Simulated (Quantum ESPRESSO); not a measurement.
# Rh (P6_3/mmc) in Quantum ESPRESSO: reference runs

Aim: a first look at Rh with PBE, on the cell as given and on a disturbed one.

Everything below comes from runs of Quantum ESPRESSO 7.5. Logs are shortened: lines on timing, memory, paths and dates and some standing lists are left out, and cuts for length are marked.

## Step 1: The crystal as given

Symmetry: P6_3/mmc, No. 194, hexagonal system. The conventional cell has a = 2.731 Å, b = 2.731 Å, c = 4.428 Å, α = 90.00°, β = 90.00°, γ = 120.00°. Rh (site symmetry -6m2) has 12 Rh at 2.72 to 2.73 Å as nearest neighbours.

This isn't the form of Rh at room conditions, which is fcc.

## Step 2: Single point, PBE

The input, pw.in:

```
&CONTROL
  calculation = 'scf'
  prefix = 'pwscf'
  outdir = './tmp'
  pseudo_dir = './pseudo'
  tprnfor = .true.
  tstress = .true.
  disk_io = 'low'
/
&SYSTEM
  ibrav = 0
  celldm(1) = 8
  nat = 2
  ntyp = 1
  ecutwfc = 60
  nbnd = 25
  occupations = 'smearing'
  smearing = 'fd'
  degauss = 0.00367493
/
&ELECTRONS
  conv_thr = 4d-10
  electron_maxstep = 120
  mixing_beta = 0.5
/
ATOMIC_SPECIES
Rh   102.9055 Rh_ONCV_PBE-1.0.oncvpsp.upf
CELL_PARAMETERS alat
  0.6451003052314   0.0000000000000   0.0000000000000
 -0.3225501526157   0.5586732523317   0.0000000000000
  0.0000000000000   0.0000000000000   1.0460789194897
ATOMIC_POSITIONS crystal
Rh     0.3333333333    0.6666666667    0.2500000000
Rh     0.6666666667    0.3333333333    0.7500000000
K_POINTS automatic
11 11 6 0 0 0
```

The input, pp_density.in:

```
&INPUTPP
  prefix = 'pwscf'
  outdir = './tmp'
  filplot = 'density.dat'
  plot_num = 0
/
&PLOT
  nfile = 1
  filepp(1) = 'density.dat'
  iflag = 3
  output_format = 6
  fileout = 'density.cube'
/
```

The input, pp_potential.in:

```
&INPUTPP
  prefix = 'pwscf'
  outdir = './tmp'
  filplot = 'potential.dat'
  plot_num = 11
/
&PLOT
  nfile = 1
  filepp(1) = 'potential.dat'
  iflag = 3
  output_format = 6
  fileout = 'potential.cube'
/
```

The input, pp_elf.in:

```
&INPUTPP
  prefix = 'pwscf'
  outdir = './tmp'
  filplot = 'elf.dat'
  plot_num = 8
/
&PLOT
  nfile = 1
  filepp(1) = 'elf.dat'
  iflag = 3
  output_format = 6
  fileout = 'elf.cube'
/
```

Potentials or basis: SSSP 1.3 efficiency PBE.

The run is started by

```bash
OMP_NUM_THREADS=1 pw.x -in pw.in > pw.out
OMP_NUM_THREADS=1 pp.x -in pp_density.in > pp_density.out
OMP_NUM_THREADS=1 pp.x -in pp_potential.in > pp_potential.out
OMP_NUM_THREADS=1 pp.x -in pp_elf.in > pp_elf.out
```

pw.out:

```text
This program is part of the open-source Quantum ESPRESSO suite
     for quantum simulation of materials; please cite
[... 9 lines left out ...]
     --------------------
     sticks:   dense  smooth     PW     G-vecs:    dense   smooth      PW
     Sum         439     439    139                12155    12155    2069

     Using Slab Decomposition

     bravais-lattice index     =            0
     lattice parameter (alat)  =       8.0000  a.u.
     unit-cell volume          =     193.0277 (a.u.)^3
     number of atoms/cell      =            2
     number of atomic types    =            1
     number of electrons       =        34.00
     number of Kohn-Sham states=           25
     kinetic-energy cutoff     =      60.0000  Ry
     charge density cutoff     =     240.0000  Ry
     scf convergence threshold =      4.0E-10
     mixing beta               =       0.5000
     number of iterations used =            8  plain     mixing
     Exchange-correlation= PBE
                           (   1   4   3   4   0   0   0)

     celldm(1)=   8.000000  celldm(2)=   0.000000  celldm(3)=   0.000000
     celldm(4)=   0.000000  celldm(5)=   0.000000  celldm(6)=   0.000000

     crystal axes: (cart. coord. in units of alat)
               a(1) = (   0.645100   0.000000   0.000000 )
               a(2) = (  -0.322550   0.558673   0.000000 )
               a(3) = (   0.000000   0.000000   1.046079 )

     reciprocal axes: (cart. coord. in units 2 pi/alat)
               b(1) = (  1.550147  0.894978 -0.000000 )
               b(2) = (  0.000000  1.789955  0.000000 )
               b(3) = (  0.000000 -0.000000  0.955951 )

     PseudoPot. # 1 for Rh read from file:
     Rh_ONCV_PBE-1.0.oncvpsp.upf
     Pseudo is Norm-conserving, Zval = 17.0
     Generated using ONCVPSP code by D. R. Hamann
     Using radial grid of 1442 points,  6 beta functions with:
                l(1) =   0
                l(2) =   0
                l(3) =   1
                l(4) =   1
                l(5) =   2
                l(6) =   2

     atomic species   valence    mass     pseudopotential
     Rh               17.00   102.90550     Rh( 1.00)

     24 Sym. Ops., with inversion, found (12 have fractional translation)

   Cartesian axes

     site n.     atom                  positions (alat units)
         1        Rh     tau(   1) = (  -0.0000000   0.3724488   0.2615197  )
         2        Rh     tau(   2) = (   0.3225502   0.1862244   0.7845592  )

     number of k points=    64  Fermi-Dirac smearing, width (Ry)=  0.0037
                       cart. coord. in units 2pi/alat
        k(    1) = (   0.0000000   0.0000000   0.0000000), wk =   0.0027548
        k(    2) = (   0.0000000   0.0000000   0.1593251), wk =   0.0055096
        k(    3) = (   0.0000000   0.0000000   0.3186503), wk =   0.0055096
        k(    4) = (   0.0000000   0.0000000  -0.4779754), wk =   0.0027548
        k(    5) = (   0.0000000   0.1627232   0.0000000), wk =   0.0165289
        k(    6) = (   0.0000000   0.1627232   0.1593251), wk =   0.0330579
[... 56 lines left out ...]
        k(   63) = (   0.4227672   0.8949775   0.3186503), wk =   0.0330579
        k(   64) = (   0.4227672   0.8949775  -0.4779754), wk =   0.0165289

     Dense  grid:    12155 G-vectors     FFT dimensions: (  25,  25,  48)

     Initial potential from superposition of free atoms

     starting charge      33.9991, renormalised to      34.0000
     Starting wfcs are   20 randomized atomic wfcs +    5 random wfcs

     Self-consistent Calculation

     iteration #  1     ecut=    60.00 Ry     beta= 0.50
     Davidson diagonalization with overlap
     ethr =  1.00E-02,  avg # of iterations =  3.8

     Threshold (ethr) on eigenvalues was too large:
     Diagonalizing with lowered threshold

     Davidson diagonalization with overlap
     ethr =  1.30E-05,  avg # of iterations =  4.5

     total energy              =    -433.84819880 Ry
     estimated scf accuracy    <       0.00539317 Ry

     iteration #  2     ecut=    60.00 Ry     beta= 0.50
     Davidson diagonalization with overlap
     ethr =  1.59E-05,  avg # of iterations =  2.0

     total energy              =    -433.84902992 Ry
     estimated scf accuracy    <       0.00050572 Ry

     iteration #  3     ecut=    60.00 Ry     beta= 0.50
     Davidson diagonalization with overlap
     ethr =  1.49E-06,  avg # of iterations =  1.1

     total energy              =    -433.84906046 Ry
     estimated scf accuracy    <       0.00007584 Ry

     iteration #  4     ecut=    60.00 Ry     beta= 0.50
     Davidson diagonalization with overlap
     ethr =  2.23E-07,  avg # of iterations =  1.3

     total energy              =    -433.84906674 Ry
     estimated scf accuracy    <       0.00000179 Ry

     iteration #  5     ecut=    60.00 Ry     beta= 0.50
     Davidson diagonalization with overlap
     ethr =  5.25E-09,  avg # of iterations =  2.0

     total energy              =    -433.84906691 Ry
     estimated scf accuracy    <       0.00000008 Ry

     iteration #  6     ecut=    60.00 Ry     beta= 0.50
     Davidson diagonalization with overlap
     ethr =  2.30E-10,  avg # of iterations =  1.5

     total energy              =    -433.84906692 Ry
     estimated scf accuracy    <          3.1E-09 Ry

     iteration #  7     ecut=    60.00 Ry     beta= 0.50
     Davidson diagonalization with overlap
     ethr =  9.19E-12,  avg # of iterations =  2.0

     End of self-consistent calculation

          k = 0.0000 0.0000 0.0000 (  1521 PWs)   bands (ev):

   -56.6604 -56.5631 -24.8155 -24.2488 -24.2488 -24.1671 -24.1562 -24.1562
    14.4989  16.3563  19.2844  19.3733  19.3733  19.8585  19.8585  20.4437
    20.4437  22.3489  22.3489  23.0071  30.4389  38.4202  40.6559  41.2218
    44.6477

          k = 0.0000 0.0000 0.1593 (  1503 PWs)   bands (ev):

   -56.6540 -56.5697 -24.7733 -24.2426 -24.2426 -24.2118 -24.1624 -24.1624
    14.7685  16.4219  19.1859  19.2773  19.2773  19.7430  19.7430  20.7122
    20.7122  22.0426  22.3267  22.3267  31.7534  38.0085  40.5806  41.2563
    43.8871

          k = 0.0000 0.0000 0.3187 (  1520 PWs)   bands (ev):

   -56.6362 -56.5876 -24.6570 -24.3329 -24.2257 -24.2257 -24.1795 -24.1795
    15.4908  16.5208  19.0042  19.1959  19.1959  19.4925  19.4925  20.3350
    21.2608  21.2608  22.1771  22.1771  34.5041  37.6036  39.5387  41.0742
    43.4714

          k = 0.0000 0.0000-0.4780 (  1520 PWs)   bands (ev):

   -56.6120 -56.6120 -24.4962 -24.4962 -24.2026 -24.2026 -24.2026 -24.2026
    16.2769  16.2769  19.1837  19.1837  19.2738  19.2738  19.2738  19.2738
    21.8057  21.8057  21.8057  21.8057  37.0144  37.0144  39.4031  39.4031
    43.9261

          k = 0.0000 0.1627 0.0000 (  1515 PWs)   bands (ev):

   -56.6539 -56.5601 -24.7989 -24.2865 -24.2610 -24.1952 -24.1739 -24.1624
    14.7788  16.5605  18.9668  19.5825  19.6353  19.7751  20.0506  20.1757
    20.3036  21.1602  22.4198  24.5877  30.4192  38.6554  40.9587  41.2243
    43.0668

          k = 0.0000 0.1627 0.1593 (  1512 PWs)   bands (ev):

   -56.6477 -56.5664 -24.7595 -24.2792 -24.2544 -24.2363 -24.1818 -24.1690
    15.0396  16.6371  18.9760  19.3544  19.4549  19.5524  19.9246  20.5299
    20.6210  20.9813  22.3796  23.7856  31.8046  38.3039  40.6993  41.3807
    42.4733

          k = 0.0000 0.1627 0.3187 (  1520 PWs)   bands (ev):

   -56.6306 -56.5837 -24.6511 -24.3493 -24.2584 -24.2365 -24.2025 -24.1871
    15.7431  16.7672  18.9321  19.0793  19.1133  19.3614  19.6696  20.1085
    21.2040  21.3040  22.1897  22.7330  34.5928  37.9143  39.7326  41.1516
    42.3437

          k = 0.0000 0.1627-0.4780 (  1526 PWs)   bands (ev):

   -56.6072 -56.6072 -24.5012 -24.5012 -24.2305 -24.2305 -24.2118 -24.2118
    16.5326  16.5326  18.7562  18.7562  19.4027  19.4027  19.4443  19.4443
    21.7786  21.7786  21.9896  21.9896  37.1978  37.1978  39.5718  39.5718
    42.8423

          k = 0.0000 0.3254 0.0000 (  1525 PWs)   bands (ev):

   -56.6359 -56.5522 -24.7520 -24.3879 -24.2983 -24.2929 -24.1948 -24.1797
    15.5368  17.0032  18.6041  19.2003  19.4822  19.9774  20.1773  20.2069
    20.4841  20.5931  22.5616  26.6401  30.3866  37.6372  40.7128  40.9383
    41.0957

          k = 0.0000 0.3254 0.1593 (  1528 PWs)   bands (ev):

   -56.6304 -56.5579 -24.7223 -24.3763 -24.3282 -24.2854 -24.2075 -24.1873
    15.7526  17.1090  18.6487  18.9475  19.2712  19.7994  20.1066  20.3933
    20.6261  20.8141  22.4829  25.4256  32.0062  37.7294  40.3193  40.5398
    40.9713

          k = 0.0000 0.3254 0.3187 (  1530 PWs)   bands (ev):

   -56.6151 -56.5733 -24.6409 -24.4161 -24.3375 -24.2647 -24.2426 -24.2081
    16.3386  17.3337  18.3746  18.7587  18.9341  19.7518  19.8359  20.1611
    21.1582  21.4837  22.2132  23.7438  34.8539  37.9813  39.5030  39.9471
    41.7755

          k = 0.0000 0.3254-0.4780 (  1530 PWs)   bands (ev):

   -56.5942 -56.5942 -24.5288 -24.5288 -24.2905 -24.2905 -24.2365 -24.2365
    17.0730  17.0730  18.3109  18.3109  19.3357  19.3357  19.8945  19.8945
    21.7428  21.7428  22.4450  22.4450  37.5984  37.5984  38.9976  38.9976
    41.8181

          k = 0.0000 0.4882 0.0000 (  1517 PWs)   bands (ev):

   -56.6113 -56.5430 -24.6830 -24.5211 -24.4298 -24.3332 -24.2295 -24.2034
    16.4293  17.1010  18.1574  18.7276  19.4475  19.6172  20.1145  21.0458
    21.1010  21.3787  22.6834  28.7846  30.4249  34.6071  38.4582  39.2530
    41.4010

          k = 0.0000 0.4882 0.1593 (  1518 PWs)   bands (ev):

   -56.6067 -56.5476 -24.6797 -24.4946 -24.4524 -24.3246 -24.2370 -24.2122
    16.4781  17.2234  18.1759  18.6517  19.2383  19.7137  20.3253  21.1132
    21.1957  21.2724  22.5730  26.9214  32.4751  34.8822  38.8334  38.8826
    40.6177

          k = 0.0000 0.4882 0.3187 (  1523 PWs)   bands (ev):

   -56.5943 -56.5602 -24.6559 -24.5315 -24.4085 -24.3010 -24.2684 -24.2361
    16.6777  17.4413  17.8939  18.5497  19.3503  19.9887  20.2447  20.8407
    21.4671  21.8015  22.2715  24.7629  34.9597  35.8777  37.7581  40.0712
    40.0795

          k = 0.0000 0.4882-0.4780 (  1510 PWs)   bands (ev):

   -56.5772 -56.5772 -24.6026 -24.6026 -24.3297 -24.3297 -24.2686 -24.2686
    17.0719  17.0719  18.1737  18.1737  19.8315  19.8315  20.3946  20.3946
    21.8638  21.8638  23.0173  23.0173  36.4206  36.4206  38.2173  38.2173
    41.8543
[... 262 lines left out ...]
   -56.5588 -56.5372 -24.6968 -24.6182 -24.5019 -24.4212 -24.3587 -24.3040
    16.8863  17.3045  17.9505  18.4421  19.0069  20.0656  20.3407  21.9904
    22.1528  22.7261  25.8963  28.4033  31.9315  32.7908  33.7924  36.9844
    37.8830

          k = 0.2818 0.8136 0.3187 (  1503 PWs)   bands (ev):

   -56.5542 -56.5417 -24.7238 -24.6773 -24.4798 -24.4011 -24.3381 -24.2785
    16.8251  17.5138  17.7613  18.6185  18.7954  20.2892  20.7091  21.2788
    22.1982  22.8222  26.2062  27.7531  31.3934  32.7823  33.9634  36.8256
    38.6067

          k = 0.2818 0.8136-0.4780 (  1502 PWs)   bands (ev):

   -56.5480 -56.5480 -24.7188 -24.7188 -24.4408 -24.4408 -24.2890 -24.2890
    17.0612  17.0612  18.1595  18.1595  19.6650  19.6650  20.9373  20.9373
    22.5805  22.5805  26.8465  26.8465  31.8278  31.8278  35.4284  35.4284
    40.0769

          k = 0.4228 0.7323 0.0000 (  1502 PWs)   bands (ev):

   -56.5589 -56.5358 -24.6360 -24.5779 -24.5025 -24.4711 -24.3785 -24.3495
    17.1124  17.6829  17.8895  18.5385  18.9273  19.5200  20.2636  21.5923
    22.4289  22.6170  25.8436  30.0632  30.6442  33.1382  33.9148  37.6863
    38.3237

          k = 0.4228 0.7323 0.1593 (  1513 PWs)   bands (ev):

   -56.5573 -56.5373 -24.6405 -24.6318 -24.4996 -24.4479 -24.3785 -24.3161
    17.1580  17.6980  18.0423  18.1636  19.3331  19.3815  20.2418  21.6508
    22.0276  22.7260  26.0361  29.8071  31.0476  31.9836  35.1811  36.4888
    37.1524

          k = 0.4228 0.7323 0.3187 (  1502 PWs)   bands (ev):

   -56.5531 -56.5415 -24.6810 -24.6655 -24.5090 -24.4435 -24.3321 -24.2810
    17.2462  17.5306  18.1508  18.4477  19.0034  19.6149  20.2386  21.0822
    22.1040  22.8272  26.5000  28.5808  32.0645  32.1662  34.5936  34.7865
    38.6475

          k = 0.4228 0.7323-0.4780 (  1512 PWs)   bands (ev):

   -56.5473 -56.5473 -24.6902 -24.6902 -24.4796 -24.4796 -24.2856 -24.2856
    17.3483  17.3483  18.4288  18.4288  19.2744  19.2744  20.4428  20.4428
    22.6081  22.6081  27.3084  27.3084  33.2658  33.2658  33.3628  33.3628
    40.6635

          k = 0.4228 0.8950 0.0000 (  1500 PWs)   bands (ev):

   -56.5491 -56.5392 -24.6427 -24.5448 -24.5257 -24.4556 -24.4117 -24.3899
    17.0275  17.7775  17.9174  18.6684  19.0223  19.2801  20.4481  22.0061
    22.3362  22.3880  27.5504  28.2730  29.9757  34.5519  35.3566  36.7277
    36.9545

          k = 0.4228 0.8950 0.1593 (  1507 PWs)   bands (ev):

   -56.5484 -56.5398 -24.6481 -24.5882 -24.5638 -24.4320 -24.3928 -24.3442
    17.1317  17.8262  17.9037  18.4248  19.0811  19.4067  20.4364  21.9456
    22.0695  22.4243  27.8690  28.3752  30.3421  33.6596  33.8811  36.0231
    38.1560

          k = 0.4228 0.8950 0.3187 (  1504 PWs)   bands (ev):

   -56.5466 -56.5416 -24.6760 -24.6513 -24.5565 -24.4683 -24.3201 -24.2942
    17.3152  17.7774  18.0651  18.2174  19.1272  19.4791  20.4458  21.0976
    22.2464  22.5235  28.4904  28.6570  31.2388  32.3683  32.5257  34.4379
    40.0653

          k = 0.4228 0.8950-0.4780 (  1502 PWs)   bands (ev):

   -56.5441 -56.5441 -24.6843 -24.6843 -24.5147 -24.5147 -24.2835 -24.2835
    17.5072  17.5072  18.2754  18.2754  19.2699  19.2699  20.5703  20.5703
    22.4497  22.4497  28.8613  28.8613  31.5939  31.5939  33.0064  33.0064
    41.6072

     the Fermi energy is    22.2105 ev

!    total energy              =    -433.84906692 Ry
     estimated scf accuracy    <          1.9E-11 Ry
     smearing contrib. (-TS)   =      -0.00221923 Ry
     internal energy E=F+TS    =    -433.84684769 Ry

     The total energy is F=E-TS. E is the sum of the following terms:
     one-electron contribution =     -96.56140424 Ry
     hartree contribution      =      70.51555400 Ry
     xc contribution           =     -43.87252627 Ry
     ewald contribution        =    -363.92847119 Ry

     convergence has been achieved in   7 iterations

     Forces acting on atoms (cartesian axes, Ry/au):

     atom    1 type  1   force =    -0.00000000   -0.00000000    0.00000000
     atom    2 type  1   force =    -0.00000000    0.00000000    0.00000000

     Total force =     0.000000     Total SCF correction =     0.000000

     Computing stress (Cartesian axis) and pressure

          total   stress  (Ry/bohr**3)                   (kbar)     P=      -39.56
  -0.00023878  -0.00000000  -0.00000000          -35.13       -0.00       -0.00
  -0.00000000  -0.00023878   0.00000000           -0.00      -35.13        0.00
   0.00000000   0.00000000  -0.00032928            0.00        0.00      -48.44

=------------------------------------------------------------------------------=
   JOB DONE.
=------------------------------------------------------------------------------=
```

Wall time 22 s (1 thread of Arm Neoverse V2, shared host); peak memory 0.07 GiB.

What came out:

| Item | Value |
| --- | --- |
| Free energy | -5902.8173 eV |
| Pressure | -4.0 GPa |
| Band gap on the k mesh | none (metal or under the smearing width) |

## Step 3: Single point, PBE (atoms moved at random, drawn with an rms of 0.05 Å)

The input, pw.in:

```
&CONTROL
  calculation = 'scf'
  prefix = 'pwscf'
  outdir = './tmp'
  pseudo_dir = './pseudo'
  tprnfor = .true.
  tstress = .true.
  disk_io = 'nowf'
/
&SYSTEM
  ibrav = 0
  nat = 2
  ntyp = 1
  ecutwfc = 60
  nbnd = 25
  occupations = 'smearing'
  smearing = 'fd'
  degauss = 0.00367493
/
&ELECTRONS
  conv_thr = 4d-10
  electron_maxstep = 120
  mixing_beta = 0.5
/
ATOMIC_SPECIES
Rh   102.9055 Rh_ONCV_PBE-1.0.oncvpsp.upf
CELL_PARAMETERS angstrom
   2.7309790422    0.0000000000    0.0000000000
  -1.3654895211    2.3650972278    0.0000000000
   0.0000000000    0.0000000000    4.4284890000
ATOMIC_POSITIONS crystal
Rh     0.3268750000    0.6463710000    0.2421170000
Rh     0.6651250000    0.3500480000    0.7605450000
K_POINTS automatic
11 11 6 0 0 0
```

Potentials or basis: SSSP 1.3 efficiency PBE.

The run is started by

```bash
OMP_NUM_THREADS=1 pw.x -in pw.in > pw.out
```

It took 2.3 min on 1 thread of Arm Neoverse V2, shared host; peak memory 0.24 GiB.

The run converged. Its results:

| Item | Value |
| --- | --- |
| Free energy | -5902.7678 eV |
| Pressure | -2.8 GPa |
| Largest force | 0.876 eV/Å |
| Band gap on the k mesh | none (metal or under the smearing width) |

Forces on the atoms (eV/Å):
```
Rh  -0.157  0.326  0.798
Rh   0.157 -0.326 -0.798
```

Stress tensor (GPa, compression positive):
```
-1.88 -0.44 -0.45
-0.44 -3.71  0.83
-0.45  0.83 -2.72
```

Levels at points of the mesh, in eV from the Fermi level:
```tsv
k point	band 13	band 14	band 15	band 16	band 17	band 18	band 19	band 20	band 21	band 22
(0.00, 0.00, 0.00)	-2.81	-2.44	-2.37	-1.92	-1.51	-0.09	0.36	0.82	8.16	16.17
(0.00, 0.00, -0.50)	-3.00	-2.94	-2.93	-2.78	-0.66	-0.44	-0.32	-0.24	14.10	15.48
```
